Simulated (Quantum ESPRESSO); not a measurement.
Zn under changes of volume

One of the cells (15.169 Å³/atom); the others are scaled copies at fixed shape and fractional positions:

```
Zn
1.0
     0.00000    1.96478    1.96478
     1.96478    0.00000    1.96478
     1.96478    1.96478    0.00000
Zn
1
Direct
  0.00000 0.00000 0.00000
```

This isn't the form of Zn at room conditions, which is hcp.

* Program: Quantum ESPRESSO 7.5
* Functional: PBEsol
* Potentials or basis: GBRV 1.5 PBEsol
* Cutoff: 762 eV
* Density cutoff: 6095 eV
* k mesh: 12 × 12 × 12
* Occupations: fermi-dirac, width 0.05 eV
* Spin: no spin polarisation

```tsv
volume (Å³/atom)	energy over the lowest point (meV/atom)	pressure (GPa)
14.259	0.00	-0.9
14.563	?	?
14.866	8.99	-4.0
15.169	17.46	-5.2
15.473	28.12	-6.3
15.776	40.73	-7.2
16.080	55.00	-8.0
```

What does the run at 14.563 Å³/atom give?

Energy over the lowest point 3.05 meV/atom; pressure -2.6 GPa.

Worked out: A Birch-Murnaghan fit of order 3 (a polynomial in V^(-2/3)) to the other rows has its minimum at 14.13 Å³/atom, just outside them, with B0 = V·E''(V) = 86 GPa and B' = 5.3. It gives 3.06 meV/atom at 14.563 Å³/atom, against the run's 3.05, and -dE/dV = -2.4 GPa, against -2.6.

Energies are extrapolated to zero smearing.
